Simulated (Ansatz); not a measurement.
Ansatz input file:

```yaml
crystal:
  lattice:
    - [3.4153993505, 0.0, 0.0]
    - [-1.7076996752, 2.9578226016, 0.0]
    - [0.0, 0.0, 22.3092317532]
  atoms:
    - { symbol: Ca, position: [0.0, 0.0, 0.0] }
    - { symbol: O, position: [0.6666666667, 0.3333333333, 0.0625] }
    - { symbol: Ca, position: [0.3333333333, 0.6666666667, 0.125] }
    - { symbol: O, position: [0.6666666667, 0.3333333333, 0.1875] }
    - { symbol: Ca, position: [0.0, 0.0, 0.25] }
    - { symbol: O, position: [0.6666666667, 0.3333333333, 0.3125] }
    - { symbol: Ca, position: [0.3333333333, 0.6666666667, 0.375] }
    - { symbol: O, position: [0.6666666667, 0.3333333333, 0.4375] }
    - { symbol: Ca, position: [0.0, 0.0, 0.5] }
    - { symbol: O, position: [0.3333333333, 0.6666666667, 0.5625] }
    - { symbol: Ca, position: [0.6666666667, 0.3333333333, 0.625] }
    - { symbol: O, position: [0.0, 0.0, 0.6875] }
    - { symbol: Ca, position: [0.3333333333, 0.6666666667, 0.75] }
    - { symbol: O, position: [0.0, 0.0, 0.8125] }
    - { symbol: Ca, position: [0.6666666667, 0.3333333333, 0.875] }
    - { symbol: O, position: [0.3333333333, 0.6666666667, 0.9375] }
basis:
  ecutwfc: 420
kpoints:
  mp_grid: { grid: [9, 9, 2] }
hamiltonian:
  xc: pbe
scf:
  occupations: { method: gaussian, width: 0.02 }
output:
  forces: true
  stress: true
  eigenvalues: true
  populations: true
relax:
  adjacent_minimum: "off"
  f_tol: 0.01
  max_steps: 45
  cell: { stress_tol: 0.05 }
```

Launched with
```bash
ansatz run input.yaml --threads 1 --pin off --max-ram 2560MiB --backend cpu --events-out ev --progress --plain --runs-dir out
```

The calculation used DFT PBE, scalar-relativistic, plane waves, PAW in Ansatz 0.2.0.

Part of what the program printed, abridged (iterations and final results):

```
SCF iter   1: F=—  HF=-19100.485567 eV  |F-HF|=—  |Δ(HF+E_count)|=         —  Δρ=1.06e-3  dr2=2.12e-3  ethr=1.77e-3  ⟨swp⟩=8.7  Hψ=8521  notcnv=0  defer=73
SCF iter   2: F=—  HF=-19100.488525 eV  |F-HF|=—  |Δ(HF+E_count)|=   2.96e-3  Δρ=5.04e-4  dr2=5.68e-4  ethr=1.66e-6  ⟨swp⟩=2.2  Hψ=3866  notcnv=0  defer=234
SCF iter   3: F=—  HF=-19100.488983 eV  |F-HF|=—  |Δ(HF+E_count)|=   4.58e-4  Δρ=2.35e-4  dr2=1.22e-4  ethr=4.44e-7  ⟨swp⟩=2.0  Hψ=2244  notcnv=0  defer=234
SCF iter   4: F=—  HF=-19100.489207 eV  |F-HF|=—  |Δ(HF+E_count)|=   2.24e-4  Δρ=6.74e-5  dr2=1.51e-5  ethr=9.50e-8  ⟨swp⟩=2.0  Hψ=2733  notcnv=0  defer=234
SCF iter   5: F=—  HF=-19100.489006 eV  |F-HF|=—  |Δ(HF+E_count)|=   2.01e-4  Δρ=2.49e-5  dr2=2.26e-6  ethr=1.18e-8  ⟨swp⟩=2.0  Hψ=2735  notcnv=0  defer=234
SCF iter   6: F=—  HF=-19100.489007 eV  |F-HF|=—  |Δ(HF+E_count)|=   9.20e-7  Δρ=1.38e-5  dr2=4.43e-7  ethr=1.77e-9  ⟨swp⟩=2.0  Hψ=2664  notcnv=0  defer=234
SCF iter   7: F=-19100.489007 eV  HF=-19100.489007 eV  |F-HF|=5.41e-8  |Δ(HF+E_count)|=   3.73e-8  Δρ=4.07e-6  dr2=6.78e-8  ethr=7.81e-11  ⟨swp⟩=14.4  Hψ=9327  notcnv=0
SCF 1 converged in 7 iterations: F = -19100.489007 eV  dr2 = 6.78e-8
relax step   1: F+E_penalty+E_count = -19100.48900684 eV  Δ(F+E_penalty+E_count) = +0.000e0 eV  max|allowed force component| = 5.192e-1 eV/Å  Δτ_max = 0.0000 Å  P = +0.362 GPa  Ω = 225.371 Å³  (7 SCF iters, dr2 threshold 1.00e-7 eV, accepted)
Crystal: 16 atoms, lattice volume = 225.588 Å³
Basis set: ecut = 420 eV, 4471 PW (Γ), exchange–correlation on 48×48×300 points (8 copies of the dense FFT grid, shifted against one another)
Initial density: handed on by an earlier stage of this run
Initial wavefunctions: those handed on with the density
SCF iter   1: F=—  HF=-19100.553640 eV  |F-HF|=—  |Δ(HF+E_count)|=         —  Δρ=7.59e-3  dr2=7.70e-2  ethr=5.97e-5  ⟨swp⟩=5.0  Hψ=10592  notcnv=0  defer=1
SCF iter   2: F=—  HF=-19100.545456 eV  |F-HF|=—  |Δ(HF+E_count)|=   8.18e-3  Δρ=3.55e-3  dr2=1.55e-2  ethr=5.97e-5  ⟨swp⟩=3.9  Hψ=3493  notcnv=0  defer=13
SCF iter   3: F=—  HF=-19100.547995 eV  |F-HF|=—  |Δ(HF+E_count)|=   2.54e-3  Δρ=8.33e-4  dr2=1.25e-3  ethr=1.21e-5  ⟨swp⟩=3.0  Hψ=3393  notcnv=0  defer=44
SCF iter   4: F=—  HF=-19100.548043 eV  |F-HF|=—  |Δ(HF+E_count)|=   4.78e-5  Δρ=2.59e-4  dr2=1.75e-4  ethr=9.74e-7  ⟨swp⟩=2.0  Hψ=2623  notcnv=0  defer=45
SCF iter   5: F=—  HF=-19100.548073 eV  |F-HF|=—  |Δ(HF+E_count)|=   3.03e-5  Δρ=1.23e-4  dr2=3.36e-5  ethr=1.37e-7  ⟨swp⟩=2.0  Hψ=2657  notcnv=0  defer=45
SCF iter   6: F=—  HF=-19100.548074 eV  |F-HF|=—  |Δ(HF+E_count)|=   7.19e-7  Δρ=3.53e-5  dr2=5.95e-6  ethr=2.63e-8  ⟨swp⟩=2.0  Hψ=2568  notcnv=0  defer=45
SCF iter   7: F=-19100.548073 eV  HF=-19100.548074 eV  |F-HF|=9.14e-7  |Δ(HF+E_count)|=   6.88e-8  Δρ=1.42e-5  dr2=1.13e-6  ethr=1.25e-9  ⟨swp⟩=10.0  Hψ=8774  notcnv=0
SCF 2 converged in 7 iterations: F = -19100.548073 eV  dr2 = 1.13e-6
relax step   2: F+E_penalty+E_count = -19100.54807272 eV  Δ(F+E_penalty+E_count) = -5.907e-2 eV  max|allowed force component| = 2.793e-1 eV/Å  Δτ_max = 0.0856 Å  P = -0.256 GPa  Ω = 225.588 Å³  energy of the carried Pulay correction = -5.610e-4 eV  (7 SCF iters, dr2 threshold 1.60e-6 eV, accepted)
Crystal: 16 atoms, lattice volume = 225.765 Å³
Basis set: ecut = 420 eV, 4445 PW (Γ), exchange–correlation on 48×48×300 points (8 copies of the dense FFT grid, shifted against one another)
SCF iter   1: F=—  HF=-19100.689601 eV  |F-HF|=—  |Δ(HF+E_count)|=         —  Δρ=3.02e-3  dr2=1.19e-2  ethr=8.68e-6  ⟨swp⟩=6.5  Hψ=10375  notcnv=0  defer=1
SCF iter   2: F=—  HF=-19100.688867 eV  |F-HF|=—  |Δ(HF+E_count)|=   7.34e-4  Δρ=1.45e-3  dr2=2.50e-3  ethr=8.68e-6  ⟨swp⟩=2.1  Hψ=3293  notcnv=0  defer=7
SCF iter   3: F=—  HF=-19100.689495 eV  |F-HF|=—  |Δ(HF+E_count)|=   6.28e-4  Δρ=3.10e-4  dr2=1.91e-4  ethr=1.95e-6  ⟨swp⟩=2.6  Hψ=3265  notcnv=0  defer=7
SCF iter   4: F=—  HF=-19100.689452 eV  |F-HF|=—  |Δ(HF+E_count)|=   4.35e-5  Δρ=8.76e-5  dr2=2.41e-5  ethr=1.49e-7  ⟨swp⟩=2.0  Hψ=2519  notcnv=0  defer=8
SCF iter   5: F=—  HF=-19100.689456 eV  |F-HF|=—  |Δ(HF+E_count)|=   4.70e-6  Δρ=3.04e-5  dr2=5.18e-6  ethr=1.89e-8  ⟨swp⟩=2.0  Hψ=2537  notcnv=0  defer=8
SCF iter   6: F=-19100.689455 eV  HF=-19100.689456 eV  |F-HF|=8.98e-7  |Δ(HF+E_count)|=   3.91e-7  Δρ=1.43e-5  dr2=1.01e-6  ethr=1.25e-9  ⟨swp⟩=12.8  Hψ=9300  notcnv=0
the search or the solves at the SCF's close seem to have found levels that the self-consistency loop had missed (the run counts 1). By its estimate they hold under 1e-12 electrons; where the run keeps them, the occupations were computed again with them
SCF 3 converged in 6 iterations: F = -19100.689455 eV  dr2 = 1.01e-6
relax step   3: F+E_penalty+E_count = -19100.68945508 eV  Δ(F+E_penalty+E_count) = -1.414e-1 eV  max|allowed force component| = 6.415e-2 eV/Å  Δτ_max = 0.0303 Å  P = -0.082 GPa  Ω = 225.765 Å³  energy of the carried Pulay correction = -1.020e-3 eV  (6 SCF iters, dr2 threshold 1.60e-6 eV, accepted)
Crystal: 16 atoms, lattice volume = 225.595 Å³
SCF iter   1: F=—  HF=-19100.691251 eV  |F-HF|=—  |Δ(HF+E_count)|=         —  Δρ=8.42e-4  dr2=9.69e-4  ethr=6.76e-7  ⟨swp⟩=4.5  Hψ=8951  notcnv=0  defer=1
SCF iter   2: F=—  HF=-19100.691072 eV  |F-HF|=—  |Δ(HF+E_count)|=   1.78e-4  Δρ=3.90e-4  dr2=2.28e-4  ethr=6.76e-7  ⟨swp⟩=2.8  Hψ=3292  notcnv=0
SCF iter   3: F=—  HF=-19100.690906 eV  |F-HF|=—  |Δ(HF+E_count)|=   1.66e-4  Δρ=8.39e-5  dr2=2.64e-5  ethr=1.78e-7  ⟨swp⟩=2.1  Hψ=2776  notcnv=0
SCF iter   4: F=—  HF=-19100.690905 eV  |F-HF|=—  |Δ(HF+E_count)|=   1.40e-6  Δρ=3.16e-5  dr2=8.88e-6  ethr=2.07e-8  ⟨swp⟩=2.0  Hψ=2507  notcnv=0
SCF iter   5: F=—  HF=-19100.690903 eV  |F-HF|=—  |Δ(HF+E_count)|=   1.64e-6  Δρ=2.07e-5  dr2=2.44e-6  ethr=6.93e-9  ⟨swp⟩=2.0  Hψ=2489  notcnv=0
SCF iter   6: F=—  HF=-19100.690903 eV  |F-HF|=—  |Δ(HF+E_count)|=   4.96e-7  Δρ=5.85e-6  dr2=3.58e-7  ethr=1.90e-9  ⟨swp⟩=2.0  Hψ=2335  notcnv=0
SCF iter   7: F=-19100.690903 eV  HF=-19100.690903 eV  |F-HF|=1.13e-8  |Δ(HF+E_count)|=   7.11e-8  Δρ=3.02e-6  dr2=1.98e-8  ethr=2.01e-10  ⟨swp⟩=12.0  Hψ=8193  notcnv=0
SCF 4 converged in 7 iterations: F = -19100.690903 eV  dr2 = 1.98e-8
relax step   4: F+E_penalty+E_count = -19100.69090286 eV  Δ(F+E_penalty+E_count) = -1.448e-3 eV  max|allowed force component| = 1.410e-2 eV/Å  Δτ_max = 0.0117 Å  P = +0.013 GPa  Ω = 225.595 Å³  energy of the carried Pulay correction = -5.793e-4 eV  (7 SCF iters, dr2 threshold 2.57e-7 eV, accepted)
Crystal: 16 atoms, lattice volume = 225.624 Å³
SCF iter   1: F=—  HF=-19100.691006 eV  |F-HF|=—  |Δ(HF+E_count)|=         —  Δρ=8.59e-5  dr2=1.43e-5  ethr=9.87e-9  ⟨swp⟩=3.0  Hψ=6428  notcnv=0
SCF iter   2: F=—  HF=-19100.691139 eV  |F-HF|=—  |Δ(HF+E_count)|=   1.33e-4  Δρ=3.78e-5  dr2=2.47e-6  ethr=9.87e-9  ⟨swp⟩=2.0  Hψ=3131  notcnv=0
SCF iter   3: F=—  HF=-19100.690852 eV  |F-HF|=—  |Δ(HF+E_count)|=   2.87e-4  Δρ=1.01e-5  dr2=1.83e-7  ethr=1.93e-9  ⟨swp⟩=2.0  Hψ=2839  notcnv=0
SCF iter   4: F=—  HF=-19100.690852 eV  |F-HF|=—  |Δ(HF+E_count)|=   1.27e-8  Δρ=3.95e-6  dr2=3.14e-8  ethr=1.43e-10  ⟨swp⟩=2.0  Hψ=2652  notcnv=0
SCF iter   5: F=-19100.690852 eV  HF=-19100.690852 eV  |F-HF|=6.66e-10  |Δ(HF+E_count)|=  1.75e-10  Δρ=1.10e-6  dr2=2.44e-9  ethr=2.45e-11  ⟨swp⟩=2.0  Hψ=2643  notcnv=0
SCF iter   6: F=-19100.690852 eV  HF=-19100.690852 eV  |F-HF|=2.11e-10  |Δ(HF+E_count)|=   1.36e-9  Δρ=5.61e-7  dr2=5.96e-10  ethr=1.91e-12  ⟨swp⟩=7.7  Hψ=7699  notcnv=0
SCF 5 converged in 6 iterations: F = -19100.690852 eV  dr2 = 5.96e-10
relax step   5: F+E_penalty+E_count = -19100.69085214 eV  Δ(F+E_penalty+E_count) = +5.072e-5 eV  max|allowed force component| = 2.643e-4 eV/Å  Δτ_max = 0.0010 Å  P = -0.001 GPa  Ω = 225.624 Å³  energy of the carried Pulay correction = -6.554e-4 eV  (6 SCF iters, dr2 threshold 1.24e-8 eV, accepted)
Basis set: ecut = 420 eV, 4445 PW (Γ), exchange–correlation on 48×48×320 points (8 copies of the dense FFT grid, shifted against one another)
Initial wavefunctions: pseudopotential atomic-orbital guess (no wavefunctions were taken with the density)
SCF iter   1: F=—  HF=-19100.695765 eV  |F-HF|=—  |Δ(HF+E_count)|=         —  Δρ=1.88e-4  dr2=8.38e-6  ethr=3.41e-7  ⟨swp⟩=6.6  Hψ=13902  notcnv=0  defer=2
SCF iter   2: F=—  HF=-19100.695683 eV  |F-HF|=—  |Δ(HF+E_count)|=   8.22e-5  Δρ=9.63e-5  dr2=2.12e-6  ethr=6.55e-9  ⟨swp⟩=2.1  Hψ=3125  notcnv=0  defer=1
SCF iter   3: F=—  HF=-19100.695733 eV  |F-HF|=—  |Δ(HF+E_count)|=   5.05e-5  Δρ=8.51e-6  dr2=8.20e-8  ethr=1.66e-9  ⟨swp⟩=2.0  Hψ=2900  notcnv=0  defer=1
SCF iter   4: F=—  HF=-19100.695733 eV  |F-HF|=—  |Δ(HF+E_count)|=   8.69e-8  Δρ=1.50e-6  dr2=2.13e-9  ethr=6.40e-11  ⟨swp⟩=2.0  Hψ=2609  notcnv=0  defer=1
SCF iter   5: F=—  HF=-19100.695733 eV  |F-HF|=—  |Δ(HF+E_count)|=   5.67e-9  Δρ=2.77e-7  dr2=1.62e-10  ethr=1.66e-12  ⟨swp⟩=2.0  Hψ=2612  notcnv=0  defer=1
SCF iter   6: F=-19100.695733 eV  HF=-19100.695733 eV  |F-HF|=1.82e-11  |Δ(HF+E_count)|=  2.55e-11  Δρ=1.47e-7  dr2=4.92e-11  ethr=1.00e-12  ⟨swp⟩=9.2  Hψ=7283  notcnv=0
SCF 6 converged in 6 iterations: F = -19100.695733 eV  dr2 = 4.92e-11
Crystal: 16 atoms, lattice volume = 225.665 Å³
SCF iter   1: F=—  HF=-19100.695712 eV  |F-HF|=—  |Δ(HF+E_count)|=         —  Δρ=7.52e-5  dr2=8.57e-6  ethr=7.59e-9  ⟨swp⟩=3.7  Hψ=8631  notcnv=0
SCF iter   2: F=—  HF=-19100.695745 eV  |F-HF|=—  |Δ(HF+E_count)|=   3.29e-5  Δρ=3.91e-5  dr2=2.56e-6  ethr=6.69e-9  ⟨swp⟩=2.0  Hψ=3246  notcnv=0
SCF iter   3: F=—  HF=-19100.695746 eV  |F-HF|=—  |Δ(HF+E_count)|=   6.16e-7  Δρ=5.21e-6  dr2=1.30e-7  ethr=2.00e-9  ⟨swp⟩=2.0  Hψ=2488  notcnv=0
SCF iter   4: F=-19100.695746 eV  HF=-19100.695746 eV  |F-HF|=1.76e-8  |Δ(HF+E_count)|=   2.69e-8  Δρ=2.06e-6  dr2=2.24e-8  ethr=1.01e-10  ⟨swp⟩=2.0  Hψ=2518  notcnv=0
SCF iter   5: F=-19100.695746 eV  HF=-19100.695746 eV  |F-HF|=6.39e-9  |Δ(HF+E_count)|=   1.79e-9  Δρ=1.30e-6  dr2=7.10e-9  ethr=1.75e-11  ⟨swp⟩=2.0  Hψ=2624  notcnv=0
SCF iter   6: F=-19100.695746 eV  HF=-19100.695746 eV  |F-HF|=1.23e-9  |Δ(HF+E_count)|=   1.48e-9  Δρ=6.81e-7  dr2=1.45e-9  ethr=5.55e-12  ⟨swp⟩=5.2  Hψ=6638  notcnv=0
SCF 7 converged in 6 iterations: F = -19100.695746 eV  dr2 = 1.45e-9
relax step   7: F+E_penalty+E_count = -19100.69574580 eV  Δ(F+E_penalty+E_count) = -1.253e-5 eV  max|allowed force component| = 1.420e-4 eV/Å  Δτ_max = 0.0006 Å  P = +0.002 GPa  Ω = 225.665 Å³  energy of the carried Pulay correction = -1.146e-4 eV  (6 SCF iters, dr2 threshold 8.27e-8 eV, accepted)
SCF iter   1: F=—  HF=-19100.696190 eV  |F-HF|=—  |Δ(HF+E_count)|=         —  Δρ=3.96e-5  dr2=8.24e-8  ethr=3.26e-7  ⟨swp⟩=6.7  Hψ=14026  notcnv=0  defer=1
SCF iter   2: F=—  HF=-19100.695990 eV  |F-HF|=—  |Δ(HF+E_count)|=   2.00e-4  Δρ=2.00e-5  dr2=2.10e-8  ethr=6.44e-11  ⟨swp⟩=2.9  Hψ=3730  notcnv=0  defer=1
SCF iter   3: F=—  HF=-19100.696003 eV  |F-HF|=—  |Δ(HF+E_count)|=   1.23e-5  Δρ=1.19e-6  dr2=7.23e-10  ethr=1.64e-11  ⟨swp⟩=2.0  Hψ=3037  notcnv=0  defer=1
SCF iter   4: F=-19100.696003 eV  HF=-19100.696003 eV  |F-HF|=3.64e-12  |Δ(HF+E_count)|=   3.02e-8  Δρ=2.10e-7  dr2=9.46e-11  ethr=1.00e-12  ⟨swp⟩=2.0  Hψ=2541  notcnv=0  defer=1
SCF iter   5: F=-19100.696003 eV  HF=-19100.696003 eV  |F-HF|=1.82e-11  |Δ(HF+E_count)|=  4.00e-11  Δρ=9.50e-8  dr2=3.57e-11  ethr=1.00e-12  ⟨swp⟩=1.0  Hψ=1845  notcnv=0  defer=1
SCF iter   6: F=-19100.696003 eV  HF=-19100.696003 eV  |F-HF|=1.09e-11  |Δ(HF+E_count)|=  1.09e-11  Δρ=4.94e-8  dr2=7.61e-12  ethr=1.00e-12  ⟨swp⟩=1.0  Hψ=1845  notcnv=0  defer=1
SCF iter   7: F=-19100.696003 eV  HF=-19100.696003 eV  |F-HF|=3.64e-12  |Δ(HF+E_count)|=  7.28e-12  Δρ=3.85e-8  dr2=1.81e-12  ethr=1.00e-12  ⟨swp⟩=1.0  Hψ=1845  notcnv=0  defer=1
SCF iter   8: F=-19100.696003 eV  HF=-19100.696003 eV  |F-HF|=0.00e0  |Δ(HF+E_count)|=    0.00e0  Δρ=1.32e-8  dr2=1.88e-13  ethr=1.00e-12  ⟨swp⟩=5.6  Hψ=5433  notcnv=0
SCF 8 converged in 8 iterations: F = -19100.696003 eV  dr2 = 1.88e-13
SCF converged after 8 iterations
Free energy (F): -19100.696003 eV
Harris-Foulkes:  -19100.696003 eV  (|F-HF|=0.00e0)
Internal energy: -19100.696003 eV  (E = F + TS)
E sigma→0 (E₀):  -19100.696003 eV
Fermi energy:    9.540810 eV
--- Per-component energies (eV) ---
  E_band       = -827.518241
  E_kinetic    = 3645.844275
  E_local      = -7242.273609  (includes V_loc(G=0)·N_el)
  E_nonlocal   = 891.685554
  E_hartree    = 2411.351142
  E_xc         = -1705.444185
  E_vxc        = -2145.616532  (∫ρ·V_xc dr)
  E_paw        = -8129.903343  (= ΣΔE_a)
  E_vpaw       = -799.879506  (= ΣTr[D̂ρ^β])
  E_aug_tail   = 0.019286  (compensation charges beyond the density's cutoff)
  E_ewald      = -8971.975123
  E_smearing   =  0.000000  (= −TS)
--- Forces (eV/Å), atoms counted from 1 ---
  atom   1  Ca     0.00000000     0.00000000    -0.00007527
  atom   2  O      0.00000000     0.00000000     0.00003807
  atom   3  Ca     0.00000000     0.00000000     0.00004789
  atom   4  O      0.00000000     0.00000000     0.00009272
  atom   5  Ca     0.00000000     0.00000000     0.00000000
  atom   6  O      0.00000000     0.00000000    -0.00009272
  atom   7  Ca     0.00000000     0.00000000    -0.00004789
  atom   8  O      0.00000000     0.00000000    -0.00003807
  atom   9  Ca     0.00000000     0.00000000     0.00007527
  atom  10  O      0.00000000     0.00000000     0.00014711
  atom  11  Ca     0.00000000     0.00000000    -0.00012061
  atom  12  O      0.00000000     0.00000000     0.00004168
  atom  13  Ca     0.00000000     0.00000000     0.00000000
  atom  14  O      0.00000000     0.00000000    -0.00004168
  atom  15  Ca     0.00000000     0.00000000     0.00012061
  atom  16  O      0.00000000     0.00000000    -0.00014711
--- Stress (GPa, compression-positive) ---
       -0.001638       0.000000       0.000000
        0.000000      -0.001638       0.000000
        0.000000       0.000000       0.010530
  P = ⅓ Tr σ = 0.0024 GPa (0.024 kbar)
--- Band table (eV; the first three rows and the last of 24) ---
  k-point 0: bands = ["-30.4364", "-30.3958", "-30.3801", "-30.3696", "-29.9289", "-29.9279", "-29.8804", "-29.8794", "-12.0537", "-11.8983", "-11.8454", "-11.5502", "-11.5035", "-11.2722", "-11.2722", "-11.2649", "-11.2424", "-11.2424", "-11.2374", "-11.2374", "-11.2164", "-11.2164", "-11.0037", "-10.8800", "-10.7502", "-10.7502", "-10.7500", "-10.7500", "-10.7265", "-10.7265", "-10.7262", "-10.7262", "-7.9316", "-7.7259", "-7.6907", "-7.2639", "-7.2631", "-6.9062", "-6.8281", "-6.6993", "4.8854", "5.1767", "5.3005", "6.1143", "6.1146", "6.6454", "6.6454", "6.6882", "6.6882", "6.8715", "6.8715", "7.0164", "7.0164", "7.0212", "7.0212", "7.1334", "7.1590", "7.1590", "7.2941", "7.4697", "7.469 ...
  k-point 1: bands = ["-30.4364", "-30.3958", "-30.3801", "-30.3696", "-29.9289", "-29.9279", "-29.8804", "-29.8794", "-12.0511", "-11.9246", "-11.7989", "-11.6355", "-11.3683", "-11.3509", "-11.2722", "-11.2722", "-11.2424", "-11.2424", "-11.2374", "-11.2374", "-11.2164", "-11.2164", "-10.9782", "-10.8921", "-10.7502", "-10.7502", "-10.7500", "-10.7500", "-10.7265", "-10.7265", "-10.7262", "-10.7262", "-7.8989", "-7.8383", "-7.5026", "-7.4877", "-7.0547", "-7.0412", "-6.7660", "-6.7194", "4.9225", "5.0382", "5.5659", "5.6870", "6.6038", "6.6471", "6.6471", "6.6851", "6.6851", "6.7231", "6.8903", "6.8903", "6.9517", "6.9517", "7.1019", "7.1019", "7.1244", "7.1244", "7.4746", "7.4746", "7.522 ...
  k-point 2: bands = ["-30.4271", "-30.3877", "-30.3733", "-30.3613", "-29.9193", "-29.9184", "-29.8735", "-29.8726", "-12.0007", "-11.8495", "-11.8087", "-11.5576", "-11.5106", "-11.3638", "-11.3203", "-11.3003", "-11.2907", "-11.2822", "-11.2669", "-11.2563", "-11.2464", "-11.2307", "-10.9911", "-10.8991", "-10.8370", "-10.8165", "-10.7978", "-10.7957", "-10.7702", "-10.7697", "-10.7346", "-10.7341", "-7.8005", "-7.6302", "-7.5869", "-7.2446", "-7.2444", "-6.9472", "-6.8837", "-6.7752", "5.0303", "5.2827", "5.4233", "6.0666", "6.0696", "6.5019", "6.6561", "6.6720", "6.6773", "6.7015", "6.7840", "6.8019", "6.8944", "6.9941", "7.0029", "7.0244", "7.0873", "7.1538", "7.1608", "7.2736", "7.412 ...
  k-point 23: bands = ["-30.3433", "-30.3173", "-30.3173", "-30.2899", "-29.8246", "-29.8246", "-29.8242", "-29.8242", "-12.0103", "-11.8558", "-11.8484", "-11.6668", "-11.6445", "-11.6324", "-11.5921", "-11.5772", "-11.4811", "-11.4576", "-11.3491", "-11.3372", "-11.3325", "-11.2783", "-11.2667", "-11.2341", "-11.2314", "-11.1926", "-11.0492", "-11.0250", "-10.9044", "-10.8973", "-10.8914", "-10.8838", "-7.4108", "-7.2579", "-7.2573", "-7.1171", "-7.0669", "-7.0665", "-7.0628", "-7.0583", "5.6661", "5.6920", "5.7847", "5.8639", "5.8855", "5.9329", "5.9560", "6.0162", "6.0246", "6.2153", "6.3426", "6.3480", "6.3516", "6.4699", "6.4724", "6.5378", "6.5762", "6.6456", "6.6580", "6.6653", "6.66 ...
--- Relaxed structure (6 steps of the walk, 6 accepted, 2 SCFs on fresh bases) ---
  F+E_penalty+E_count = -19100.69600275 eV   max|allowed force component| = 1.471e-4 eV/Å   (the final SCF, on the basis selected at the relaxed cell)
  cell:  # Å, volume = 225.6652 Å³
    - [3.37513871, 0.0, 0.0]
    - [-1.68756935, 2.92295586, 0.0]
    - [0.0, 0.0, 22.87445608]
  atoms:
    - { symbol: Ca, position: [0.0, 0.0, -0.00237425] }
    - { symbol: O, position: [0.66666666, 0.33333333, 0.05884009] }
    - { symbol: Ca, position: [0.33333333, 0.66666666, 0.12263360] }
    - { symbol: O, position: [0.66666666, 0.33333333, 0.18627772] }
    - { symbol: Ca, position: [0.0, 0.0, 0.24999999] }
    - { symbol: O, position: [0.66666666, 0.33333333, 0.31372227] }
    - { symbol: Ca, position: [0.33333333, 0.66666666, 0.37736639] }
    - { symbol: O, position: [0.66666666, 0.33333333, 0.44115990] }
    - { symbol: Ca, position: [0.0, 0.0, 0.50237425] }
    - { symbol: O, position: [0.33333333, 0.66666666, 0.56371602] }
    - { symbol: Ca, position: [0.66666666, 0.33333333, 0.62505855] }
    - { symbol: O, position: [0.0, 0.0, 0.68628017] }
    - { symbol: Ca, position: [0.33333333, 0.66666666, 0.75000000] }
    - { symbol: O, position: [0.0, 0.0, 0.81371982] }
    - { symbol: Ca, position: [0.66666666, 0.33333333, 0.87494144] }
    - { symbol: O, position: [0.33333333, 0.66666666, 0.93628397] }
--- Löwdin populations: 16 sites ---
  site symbol q [e]
     0     Ca      8.3532
     1      O      7.3241
     2     Ca      8.3597
     3      O      7.3170
     4     Ca      8.3597
     5      O      7.3170
     6     Ca      8.3597
     7      O      7.3241
     8     Ca      8.3532
     9      O      7.3325
    10     Ca      8.3531
    11      O      7.3240
    12     Ca      8.3595
    13      O      7.3240
    14     Ca      8.3531
    15      O      7.3325
  spilling = 0.019951 (of n_electrons = 128.000000)
```

The relaxation met its thresholds.

It took 7.7 min on 1 thread of Arm Neoverse V1, on a shared host, peak memory 0.6 GiB.